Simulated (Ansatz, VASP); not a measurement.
Two plane-wave programs on Hf

```xyz
3
Lattice="4.9623 0.0000 0.0000 -2.4812 4.2975 0.0000 0.0000 0.0000 3.0862" Properties=species:S:1:pos:R:3 pbc="T T T"
Hf    2.4812    1.4325    1.5431
Hf    0.0000    2.8650    1.5431
Hf    0.0000    0.0000    0.0000
```

This isn't the form of Hf at room conditions, which is hcp.

Alike in both runs: task single point; functional PBE; dispersion D3(BJ); k mesh 6 × 6 × 6; occupations gaussian, width 0.1 eV; no spin polarisation.

|  | VASP | Ansatz |
| --- | --- | --- |
| version | VASP 6.6.1 | Ansatz 0.2.0 |
| potentials or method | VASP PAW PBE potentials, release 64 (Hf_pv) | scalar-relativistic, plane waves, PAW |
| plane-wave cutoff (eV) | 520 | 420 |
| valence electrons in the cell | 30 | 78 |

```tsv
	VASP	Ansatz	Ansatz less VASP
gap on the k mesh at the Fermi level (eV)	none	none	-
pressure (GPa)	-2.0	-1.5	+0.45
largest component of the traceless stress (GPa)	0.44	0.34	-0.104
```

A gap of «none» marks a metal or a gap that the smearing closes. The two sets of potentials don't hold the same shells in valence.

Caveats: pairwise dispersion overbinds metals, which lowers pressure and volume. Spin-orbit coupling is left out, which matters for the levels of Hf.
